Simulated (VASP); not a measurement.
Wanted: the native input for a VASP 6.6.1 run.

```yaml
Task: relaxation of the atoms
Functional: PBEsol
Potentials_or_basis: VASP PAW PBE potentials, release 64 (Al, N)
Cutoff: 520 eV
k_mesh: 8 × 6 × 1
Occupations: gaussian, width 0.05 eV
Spin: no spin polarisation
Dipole_correction: yes
Further_INCAR_settings: ALGO = Normal; EDIFF = 1e-06; IBRION = 2; EDIFFG = -0.015; NSW = 100
```

The structure of AlN lies in POSCAR:

```
AlN
1.0
    3.1130000000      0.0000000000      0.0000000000
    0.0000000000      4.9810000000      0.0000000000
    0.0000000000      0.0000000000     19.5945827760
Al N
4 4
Direct
    0.0000000001      0.0000000000      0.4082761083
    0.5000000000      0.5000000000      0.4541380542
    0.5000000001      0.0000000000      0.5458619458
    1.0000000000      0.5000000000      0.5917238917
    0.0000000001      0.3800000000      0.4082761083
    0.5000000000      0.8800000000      0.4541380542
    0.5000000001      0.3800000000      0.5458619458
    1.0000000000      0.8800000000      0.5917238917
```

These files were run (other wordings do the same):

INCAR

```
SYSTEM = AlN
ALGO = Normal
DIPOL = 0.5 0.5 0.500
EDIFF = 1E-6
EDIFFG = -0.015
ENCUT = 520
GGA = PS
IBRION = 2
IDIPOL = 3
ISIF = 2
ISMEAR = 0
KPAR = 8
LASPH = .TRUE.
LCHARG = .FALSE.
LDIPOL = .TRUE.
LREAL = .FALSE.
LWAVE = .FALSE.
NELM = 60
NSW = 100
PREC = Accurate
SIGMA = 0.05
```

KPOINTS

```
k-points
0
G
  8 6 1
  0 0 0
```

Potentials or basis: VASP PAW PBE potentials, release 64 (Al, N).

The run is started by

```sh
$ cat potpaw_PBE.64/Al/POTCAR potpaw_PBE.64/N/POTCAR > POTCAR
$ mpirun -np 8 vasp_std > vasp.out
```

It gave:

```
Energy gained by relaxing    : 143.2 meV/atom
Ionic steps                  : 21
Largest force after relaxing : 0.012 eV/Å
Band gap on the k mesh       : 2.60 eV, indirect (least direct gap 2.68 eV)
```

Caveat: the PAW data sets were made with another functional, which shifts forces and pressure a little.

Wall time 7.3 min on 8 MPI ranks on AMD EPYC 7R13 Processor (Zen 3), on a shared host, peak memory 0.47 GiB a rank.
